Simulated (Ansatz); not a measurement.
# SiC: ideal shear of a crystal plane

Computed with DFT r2SCAN, scalar-relativistic, plane waves, PAW (Ansatz 0.2.0). Settings: plane waves to 500 eV, k-mesh 10×10×2 (Γ-centred), Gaussian smearing 0.05 eV. No spin polarisation. Energies are free energies at this smearing, counted from the undisturbed cell; pressure is positive in compression.

Reference structure (as given, not relaxed at this level; it stands at 1.3 GPa):

```xyz
12
Lattice="2.1740 -2.1740 0.0000 2.1740 0.0000 -2.1740 8.6960 8.6960 8.6960" Properties=species:S:1:pos:R:3 pbc="T T T"
Si    3.4419   -0.9061   -0.9061
Si    7.7899    7.7899    7.7899
Si    3.4419    1.2679    1.2679
Si    7.7899    3.4419    3.4419
Si    3.4419    3.4419    3.4419
Si    7.7899    5.6159    5.6159
C     6.7029    2.3549    2.3549
C     2.3549    2.3549    2.3549
C     6.7029    4.5289    4.5289
C    11.0509    6.7029    6.7029
C     6.7029    6.7029    6.7029
C     2.3549    0.1809    0.1809
```

The cut lies on the cell's a–b face, a (1 -1 1) plane (indices in the standard cell, whose axes needn't be the Cartesian ones shown) of area 8.19 Å², between layers 1.88 Å apart. Vector c is tilted by f times 1·a + 1·b (length 5.325 Å) with the atoms' Cartesian places fixed: one unrelaxed fault a cell. The traction is dγ/du, the slope of γ against the slip u in Å.

| f | γ (mJ/m²) | traction (GPa) |
| --- | --- | --- |
| 0.0000 | 0 | 0.0 |
| 0.0833 | 696 | 31.9 |
| 0.1667 | 2733 | 56.4 |
| 0.2500 | 5260 | 51.7 |
| 0.3333 | 6629 | 0.0 |
| 0.4167 | 5535 | -35.2 |
| 0.5000 | 4230 | -19.7 |
| 0.5833 | 3876 | 2.0 |
| 0.6667 | 4032 | 0.0 |
| 0.7500 | 3553 | -23.3 |
| 0.8333 | 2090 | -38.1 |
| 0.9167 | 599 | -25.6 |

Read off the first barrier and the stress needed to climb it, and compare with Frenkel's sinusoid.

The first sampled maximum lies at f = 0.333, a slip of 1.77 Å, with γ ≈ 6629 mJ/m², which stands in for the unstable fault energy γ_us, and the steepest sampled slope before it is 56.4 GPa. A sinusoid γ = γ_us sin²(πu/λ) with its maximum there has λ = 3.55 Å and a largest slope πγ_us/λ = 58.7 GPa (1 mJ/m² per Å = 0.01 GPa). The stand-in is too high: a rotation axis of order three or more passes through this point, so the curvature is the same in every direction of the plane and the point is a peak of the γ-surface, which slip goes round.

Is there a metastable fault on this line?

The samples dip to a local minimum of 3876 mJ/m² at f = 0.583. It lies off the rotation axes, between two maxima that lie on them, so it is most likely the pass between two peaks of the γ-surface: a saddle for slip across the line, a better estimate of γ_us, and no metastable fault.

The cut is rigid; relaxing the faces lowers these energies and usually the stresses. The start isn't at rest at this level: it stands under 1.3 GPa with forces up to 0.00 eV/Å, so these aren't the figures of the relaxed crystal.

Cost: 12 runs of about 18 core-minutes in all, on Intel Xeon Processor @ 2.50GHz (Skylake/Cascade Lake) (shared hosts).